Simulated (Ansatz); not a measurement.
# CdSe (Cadmoselite): how the settings move a relaxation

Question: which choices in the input matter for CdSe (Cadmoselite)?

The COD entry's cell or inner coordinates are ideal or old and differ from later refinements, so a difference from it is no clean test against experiment.

Computed with Ansatz 0.2.0 (reference: DFT, PBEsol, PAW with Ansatz's default frozen-core files, scalar-relativistic; relaxation of cell and atoms, unless a step's input says otherwise).

## Step 1: The structure to begin with

The structure is hexagonal, space group P6_3mc (No. 186). Conventional cell: a = 4.300 Å, b = 4.300 Å, c = 7.020 Å, α = 90.00°, β = 90.00°, γ = 120.00°. Around Cd (site symmetry 3m) lie 4 Se at 2.61 to 2.70 Å. Se (site symmetry 3m) is surrounded by 4 Cd at 2.61 to 2.70 Å.

Structure file:

```xyz
4
Lattice="4.3000 0.0000 0.0000 -2.1500 3.7239 0.0000 0.0000 0.0000 7.0200" Properties=species:S:1:pos:R:3 pbc="T T T"
Cd    0.0000    2.4826    0.0000
Cd    2.1500    1.2413    3.5100
Se    0.0000    2.4826    2.7027
Se    2.1500    1.2413    6.2127
```

## Step 2: Reference

input.yaml

```yaml
crystal:
  lattice:
    - [4.30000000001, 0.0, 0.0]
    - [-2.15000000001, 3.72390923628, 0.0]
    - [0.0, 0.0, 7.02]
  atoms:
    - { symbol: Cd, position: [0.333333333333, 0.666666666667, 0.0] }
    - { symbol: Cd, position: [0.666666666667, 0.333333333333, 0.5] }
    - { symbol: Se, position: [0.333333333333, 0.666666666667, 0.385] }
    - { symbol: Se, position: [0.666666666667, 0.333333333333, 0.885] }
kpoints:
  mp_grid: { grid: [8, 8, 4] }
scf:
  occupations: { method: fermi_dirac, width: 0.08 }
hamiltonian:
  xc: pbesol
  pseudopotentials: { kind: paw }
relax:
  f_tol: 0.002
  max_steps: 80
  cell: {}
output:
  forces: true
  stress: true
```

Run with:

```
ansatz run input.yaml --threads 1 --pin off --max-ram 3072MiB --backend cpu --events-out ev --progress --plain --runs-dir out
```

The main lines of its log:

```text
[...]
Basis set: ecut = 420 eV, 2189 PW (Γ), exchange–correlation on 60×60×96 points (8 copies of the dense FFT grid, shifted against one another)
[...]
k-points: 30 of 256 (time reversal used)
[...]
SCF iter   1: F=—  HF=-27218.804192 eV  |F-HF|=—  |Δ(HF+E_count)|=         —  Δρ=4.24e-3  dr2=2.40e-2  ethr=1.77e-3  ⟨swp⟩=6.7  Hψ=4916  notcnv=0  defer=6
preconditioner: auto → Resta (q_TF=auto, 2.533 Å⁻¹)  ε∞=4.1  [insulator: Δε(μ)=0.537 eV  Ē_g=12.016 eV  σ=0.080 eV  W_gap=0.90  n_scr=34 (ndim 8)  ℏωp=21.0 eV  f_vac=0.201  D(μ)=0.02/eV (n_scr^D=0)  ε∞_Penn≈4.1]
SCF iter   2: F=—  HF=-27218.798069 eV  |F-HF|=—  |Δ(HF+E_count)|=   6.12e-3  Δρ=1.63e-3  dr2=4.58e-3  ethr=3.33e-5  ⟨swp⟩=2.3  Hψ=2290  notcnv=0  defer=10
[...]
relax step   1: F+E_penalty+E_count = -27218.79749510 eV  Δ(F+E_penalty+E_count) = +0.000e0 eV  max|allowed force component| = 2.644e-1 eV/Å  Δτ_max = 0.0000 Å  P = +0.156 GPa  Ω = 112.410 Å³  (7 SCF iters, dr2 threshold 1.00e-7 eV, accepted)
[...]
relax step   2: F+E_penalty+E_count = -27218.81518761 eV  Δ(F+E_penalty+E_count) = -1.769e-2 eV  max|allowed force component| = 3.628e-3 eV/Å  Δτ_max = 0.0276 Å  P = +0.092 GPa  Ω = 112.341 Å³  energy of the carried Pulay correction = +1.084e-5 eV  (6 SCF iter
[...]
relax step   3: F+E_penalty+E_count = -27218.81567611 eV  Δ(F+E_penalty+E_count) = -4.885e-4 eV  max|allowed force component| = 1.478e-3 eV/Å  Δτ_max = 0.0043 Å  P = -0.054 GPa  Ω = 112.655 Å³  energy of the carried Pulay correction = -3.842e-5 eV  (4 SCF iter
[...]
relax step   4: F+E_penalty+E_count = -27218.81572473 eV  Δ(F+E_penalty+E_count) = -4.861e-5 eV  max|allowed force component| = 7.235e-4 eV/Å  Δτ_max = 0.0011 Å  P = +0.017 GPa  Ω = 112.498 Å³  energy of the carried Pulay correction = -1.378e-5 eV  (5 SCF iter
[...]
SCF iter   3: F=—  HF=-27218.815743 eV  |F-HF|=—  |Δ(HF+E_count)|=   2.04e-9  Δρ=4.24e-7  dr2=3.10e-10  ethr=2.10e-12  ⟨swp⟩=2.0  Hψ=1683  notcnv=0
SCF iter   4: F=-27218.815743 eV  HF=-27218.815743 eV  |F-HF|=3.64e-11  |Δ(HF+E_count)|=  5.49e-10  Δρ=1.87e-7  dr2=3.88e-11  ethr=1.00e-12  ⟨swp⟩=2.3  Hψ=4775  notcnv=0
[...]
relax step   5: F+E_penalty+E_count = -27218.81574318 eV  Δ(F+E_penalty+E_count) = -1.845e-5 eV  max|allowed force component| = 7.301e-4 eV/Å  Δτ_max = 0.0000 Å  P = +0.017 GPa  Ω = 112.498 Å³  stress off target by 1.93e-2 GPa  SCF on the basis re-selected at 
[...]
SCF converged after 4 iterations
Free energy (F): -27218.815743 eV
[...]
E sigma→0 (E₀):  -27218.815482 eV
[...]
Fermi energy:    7.696475 eV
[...]
  P = ⅓ Tr σ = 0.0169 GPa (0.169 kbar)
--- Relaxed structure (4 steps of the walk, 4 accepted, 1 SCFs on fresh bases) ---
[...]
```

Run time: 59 s. Hardware: 1 thread of Arm Neoverse V1, shared host; peak memory 0.4 GiB.

## Step 3: Changed: mp_grid.grid [6, 6, 4], occupations.method fixed, chi_scale 0.3, f_tol 0.05, max_displacement 0.05

input.yaml, as its differences from that of step 2:

```diff
@@ -11,5 +11,6 @@
 kpoints:
-  mp_grid: { grid: [8, 8, 4] }
+  mp_grid: { grid: [6, 6, 4] }
 scf:
-  occupations: { method: fermi_dirac, width: 0.08 }
+  occupations: { method: fixed }
+  initial_density: { chi_scale: 0.3 }
 hamiltonian:
@@ -18,5 +19,6 @@
 relax:
-  f_tol: 0.002
+  f_tol: 0.05
   max_steps: 80
   cell: {}
+  max_displacement: 0.05
 output:
@@ -24 +26,5 @@
   stress: true
+  write_density: true
+  write_potential: true
+  elf: true
+  volumetric_format: npy
```

Run with:

```
ansatz run input.yaml --threads 1 --pin off --max-ram 3072MiB --backend cpu --events-out ev --progress --plain --runs-dir out
```

Standard output, cut to the lines that bear on the results:

```text
[...]
Pseudopotentials: kind: paw
Pseudopotential: Cd, paw, valence charge 20, recommended cutoff 420 eV (normal), Cd.paw.azcp
Pseudopotential: Se, paw, valence charge 16, recommended cutoff 420 eV (normal), Se.paw.azcp
Functional definition: PBEsol
[...]
Crystal: 4 atoms, lattice volume = 112.410 Å³
Basis set: ecut = 420 eV, 2189 PW (Γ), exchange–correlation on 60×60×96 points (8 copies of the dense FFT grid, shifted against one another)
Bands: 44, of which v1, the nominal top of the filled ones, is band 36 counted from 1 (35 counted from 0)
Symmetry: 12 space group operations
Space group: P63mc (ITA 186), of the structure as read, at distance tolerance 4.8e-5 Å
k-points: 21 of 144 (time reversal used)
[...]
SCF iter   1: F=—  HF=-27239.864044 eV  |F-HF|=—  |Δ(HF+E_count)|=         —  Δρ=1.74e-1  dr2=5.40e1  ethr=3.10e-3  ⟨swp⟩=4.0  Hψ=2968  notcnv=0  defer=118
[...]
relax step   1: F+E_penalty+E_count = -27218.79298657 eV  Δ(F+E_penalty+E_count) = +0.000e0 eV  max|allowed force component| = 2.655e-1 eV/Å  Δτ_max = 0.0000 Å  P = +0.162 GPa  Ω = 112.410 Å³  (9 SCF iters, dr2 threshold 1.00e-7 eV, accepted)
[...]
relax step   4: F+E_penalty+E_count = -27218.81136776 eV  Δ(F+E_penalty+E_count) = -4.800e-5 eV  max|allowed force component| = 8.375e-4 eV/Å  Δτ_max = 0.0011 Å  P = +0.017 GPa  Ω = 112.508 Å³  energy of the carried Pulay correction = -1.537e-5 eV  (6 SCF iters, dr2 threshold 9.49e-9 eV, accepted)
[...]
SCF converged after 4 iterations
Free energy (F): -27218.811381 eV
[...]
E sigma→0 (E₀):  -27218.811381 eV
Fermi energy:    7.350409 eV
[...]
--- Forces (eV/Å), atoms counted from 1 ---
  atom   1  Cd     0.00000000     0.00000000    -0.00084508
  atom   2  Cd    -0.00000000    -0.00000000    -0.00084508
  atom   3  Se     0.00000000     0.00000000     0.00084393
  atom   4  Se    -0.00000000    -0.00000000     0.00084393
[...]
--- Stress (GPa, compression-positive) ---
        0.019370       0.000000       0.000000
       -0.000000       0.019370       0.000000
        0.000000       0.000000       0.011923
  P = ⅓ Tr σ = 0.0169 GPa (0.169 kbar)
--- Band table (eV; the first three rows and the last of 21) ---
[...]
--- Relaxed structure (4 steps of the walk, 4 accepted, 1 SCFs on fresh bases) ---
  F+E_penalty+E_count = -27218.81138064 eV   max|allowed force component| = 8.445e-4 eV/Å   (the final SCF, on the basis selected at the relaxed cell)
  cell:  # Å, volume = 112.5080 Å³
    - [4.301984311838297, 2.8879820444861893e-12, -3.2707284529618386e-20]
    - [-2.15099215592165, 3.7256277007326375, 1.6353642264825437e-20]
    - [-5.339654358080007e-20, -4.108728720741053e-33, 7.019646215416979]
  atoms:
    - { symbol: Cd, position: [0.3333333333333333, 0.6666666666666667, 0.004652303757293958] }
    - { symbol: Cd, position: [0.6666666666666667, 0.33333333333333337, 0.504652303757294] }
    - { symbol: Se, position: [0.3333333333333333, 0.6666666666666667, 0.380347696242706] }
    - { symbol: Se, position: [0.6666666666666667, 0.33333333333333337, 0.8803476962427059] }
```

Wall time 44 s (1 thread of Arm Neoverse V1, shared host); peak memory 0.36 GiB.

Changing the k-point mesh, smearing, start, convergence setting and walk settings moves the energy by +1.0 meV/atom (σ→0 values). More than one kind of setting changed, and this run alone doesn't tell their shares apart.

## Step 4: Comparison

```
                                                                                                  run     ending        energy change  pressure (GPa)  gap (eV)  force (eV/Å)  cycles  time
                                                                                            reference  converged                    0             0.0      0.54          0.00      26  59 s
1: mp_grid.grid [6, 6, 4], occupations.method fixed, chi_scale 0.3, f_tol 0.05, max_displacement 0.05  converged  +1.0 meV/atom (σ→0)             0.0      0.54          0.00      30  44 s
```

Times don't compare one to one where runs were asked for different outputs or read a saved state (see the inputs); cycles may leave out searches for a lower state.

**Reading.** Changing the k-point mesh, smearing, start, convergence setting and walk settings moves the energy by +1.0 meV/atom (σ→0 values). More than one kind of setting changed, and this run alone doesn't tell their shares apart.

These are semilocal Kohn-Sham gaps, which aren't the measured quantity. Such gaps usually fall short of the measured ones.
